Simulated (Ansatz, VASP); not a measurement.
**Au in VASP and in Ansatz**

```
Au
1.0
     0.00000    2.02880    2.02880
     2.02880    0.00000    2.02880
     2.02880    2.02880    0.00000
Au
1
Cartesian
  0.0000 0.0000 0.0000
```

Alike in both runs: task relaxation of cell and atoms; functional LDA; k mesh 18 × 18 × 18; occupations gaussian, width 0.1 eV; no spin polarisation.

```csv
,VASP,Ansatz
version,VASP 6.6.1,Ansatz 0.2.0
potentials or method,"VASP PAW LDA potentials, release 64 (Au)","scalar-relativistic, plane waves, PAW"
plane-wave cutoff (eV),600,420
valence electrons in the cell,11,19
```

Ansatz gave:

```
gap on the k mesh at the Fermi level, each at its own relaxed structure (eV) : none
relaxed volume (Å³/atom)                                                     : 16.59
relaxed cell length with the largest relative difference (Å)                 : 2.863
```

Problem. Which values does VASP return?

Solution. gap on the k mesh at the Fermi level, each at its own relaxed structure (eV): none; relaxed volume (Å³/atom): 16.64; relaxed cell length with the largest relative difference (Å): 2.866.

A gap of «none» marks a metal or a gap that the smearing closes. The two sets of potentials don't hold the same shells in valence.

The runs have no spin-orbit coupling, so splittings on Au are missing.
